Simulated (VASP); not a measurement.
# Ga7As9 (a cell with a defect): relaxation of the atoms with PBE

Ga7As9 (a cell with a defect):

```
As Ga
1.0
     0.00000    5.75023   -5.75023
     5.75023    5.75023    0.00000
     5.75023    0.00000   -5.75023
As Ga
9 7
Direct
  0.50000 0.00000 0.50000
  0.37500 0.37500 0.37500
  0.37500 0.87500 0.37500
  0.87500 0.37500 0.37500
  0.87500 0.87500 0.37500
  0.37500 0.37500 0.87500
  0.37500 0.87500 0.87500
  0.87500 0.37500 0.87500
  0.87500 0.87500 0.87500
  0.50000 0.50000 0.50000
  0.00000 0.00000 0.50000
  0.00000 0.50000 0.50000
  0.50000 0.00000 0.00000
  0.50000 0.50000 0.00000
  0.00000 0.00000 0.00000
  0.00000 0.50000 0.00000
```

| Property | Result |
| --- | --- |
| Program | VASP 6.6.1 |
| Task | relaxation of the atoms |
| Functional | PBE |
| Potentials or basis | VASP PAW PBE potentials, release 64 (As, Ga_d) |
| Cutoff | 450 eV |
| k mesh | 4 × 4 × 4 |
| Occupations | methfessel-paxton, width 0.1 eV |
| Spin | no spin polarisation |
| Monkhorst-Pack mesh | no |
| Further INCAR settings | PREC = Normal; LREAL = Auto; ALGO = Normal; EDIFF = 1e-06; ISYM = 0; IBRION = 2; EDIFFG = -0.025; NSW = 70 |

```json
{
  "Energy gained by relaxing": "10.2 meV/atom",
  "Ionic steps": "6",
  "Pressure after relaxing": "1.7 GPa",
  "Largest force after relaxing": "0.010 eV/Å",
  "Band gap on the k mesh": "none (metal or under the smearing width)"
}
```

Forces on the atoms (eV/Å):
```
As   0.000  0.000  0.000
As   0.005  0.006  0.006
As  -0.006 -0.006  0.006
As  -0.004  0.004  0.004
As  -0.006  0.006 -0.006
As   0.004 -0.004  0.004
As   0.005 -0.006 -0.006
As   0.004  0.004 -0.004
As  -0.004 -0.004 -0.004
Ga   0.000  0.000  0.003
Ga  -0.003  0.000  0.000
Ga   0.000  0.003  0.000
Ga   0.000 -0.003  0.000
Ga   0.003  0.000  0.000
Ga   0.000  0.000 -0.003
Ga   0.000  0.000  0.000
```

The path:
```csv
step,energy change (eV),largest force (eV/Å),pressure (GPa)
1,0.0000,0.8950,1.90
2,-0.1175,0.4522,1.79
3,-0.1611,0.0906,1.72
4,-0.1611,0.0933,1.72
5,-0.1632,0.0318,1.72
6,-0.1635,0.0097,1.72
```

Final structure:
```xyz
16
Lattice="0.0000 5.7502 -5.7502 5.7502 5.7502 0.0000 5.7502 0.0000 -5.7502" Properties=species:S:1:pos:R:3 pbc="T T T"
As    8.6253    8.6253   -5.7502
As    4.3646    4.3646   -4.2607
As    7.1358    7.1358   -4.2607
As    4.3102    7.1903   -7.1853
As    7.1359   10.1148   -7.2397
As    7.1903    4.3102   -7.1853
As   10.1148    7.1359   -7.2397
As    7.1903    7.1903  -10.0654
As   10.0604   10.0604  -10.0654
Ga    5.7502    5.7502   -5.7662
Ga    2.8911    5.7502   -8.6254
Ga    5.7502    8.6094   -8.6253
Ga    5.7502    2.8911   -8.6254
Ga    8.6094    5.7502   -8.6254
Ga    5.7502    5.7502  -11.4845
Ga    2.8751    2.8751    0.0000
```

Levels at points of the mesh, in eV from the Fermi level:
| k point | band 65 | band 66 | band 67 | band 68 | band 69 | band 70 | band 71 | band 72 |
| --- | --- | --- | --- | --- | --- | --- | --- | --- |
| (0.00, 0.00, 0.00) | -2.14 | -1.22 | -1.22 | -1.22 | -0.79 | -0.28 | -0.28 | -0.28 |
| (0.50, 0.00, 0.00) | -1.96 | -1.75 | -1.75 | -1.08 | 0.14 | 0.62 | 0.86 | 0.86 |
| (0.00, 0.50, 0.00) | -1.96 | -1.75 | -1.75 | -1.08 | 0.14 | 0.62 | 0.86 | 0.86 |
| (0.00, 0.00, 0.50) | -1.96 | -1.75 | -1.75 | -1.08 | 0.14 | 0.62 | 0.86 | 0.86 |
| (0.50, 0.50, 0.50) | -1.96 | -1.75 | -1.75 | -1.08 | 0.14 | 0.62 | 0.86 | 0.86 |
| (0.50, 0.50, 0.00) | -2.38 | -2.32 | -2.21 | -0.08 | 0.10 | 1.11 | 1.19 | 1.50 |
| (0.00, 0.50, 0.50) | -2.38 | -2.32 | -2.21 | -0.08 | 0.10 | 1.11 | 1.19 | 1.50 |
| (0.50, 0.00, 0.50) | -2.38 | -2.32 | -2.21 | -0.08 | 0.10 | 1.11 | 1.19 | 1.50 |

Core levels (eV, on the scale of the bands):
| atom | levels |
| --- | --- |
| 1 As | 1s -11709.0, 2s -1477.6, 2p -1294.4, 3s -181.5, 3p -124.9, 3d -31.9 |
| 2 As | 1s -11708.5, 2s -1477.1, 2p -1293.9, 3s -181.1, 3p -124.4, 3d -31.5 |
| 3 As | 1s -11708.5, 2s -1477.1, 2p -1293.9, 3s -181.1, 3p -124.4, 3d -31.5 |
| 4 As | 1s -11708.5, 2s -1477.1, 2p -1293.9, 3s -181.0, 3p -124.4, 3d -31.4 |
| 5 As | 1s -11708.5, 2s -1477.1, 2p -1293.9, 3s -181.1, 3p -124.4, 3d -31.5 |
| 6 As | 1s -11708.5, 2s -1477.1, 2p -1293.9, 3s -181.0, 3p -124.4, 3d -31.4 |

It took 11 min on 2 MPI ranks on Intel(R) Xeon(R) 6975P-C (Granite Rapids), with other jobs on the host, peak memory 0.63 GiB a rank.
